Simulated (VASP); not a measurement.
GaSb, 2 atoms in the cell. The structure is cubic, space group F-43m (No. 216). Conventional cell: a = 6.118 Å, b = 6.118 Å, c = 6.118 Å, α = 90.00°, β = 90.00°, γ = 90.00°. Around Ga (site symmetry -43m) lie 4 Sb at 2.65 Å. Sb (site symmetry -43m) has 4 Ga at 2.65 Å as nearest neighbours. 

- Program: VASP 6.6.1
- Task: relaxation of cell and atoms
- Functional: PBE
- Potentials or basis: VASP PAW PBE potentials, release 64 (Ga_d, Sb)
- Cutoff: 700 eV
- k mesh: 10 × 10 × 10
- Occupations: gaussian, width 0.02 eV
- Spin: no spin polarisation
- Further INCAR settings: ALGO = Normal; EDIFF = 1e-07; IBRION = 2; EDIFFG = -0.002; NSW = 80; ISIF = 3

Potentials or basis: VASP PAW PBE potentials, release 64 (Ga_d, Sb).

The run is started by

```bash
$ cat potpaw_PBE.64/Ga_d/POTCAR potpaw_PBE.64/Sb/POTCAR > POTCAR
$ mpirun -np 1 vasp_std > vasp.out
```

Hardware: 1 thread of Intel(R) Xeon(R) 6975P-C (Granite Rapids), on a shared host.

Problem. Estimate the wall time of this run.

Solution. It took 2.4 min on 1 thread of Intel(R) Xeon(R) 6975P-C (Granite Rapids), on a shared host, peak memory 0.28 GiB. Counts: scf iterations 64, k points 47, ion steps 12.
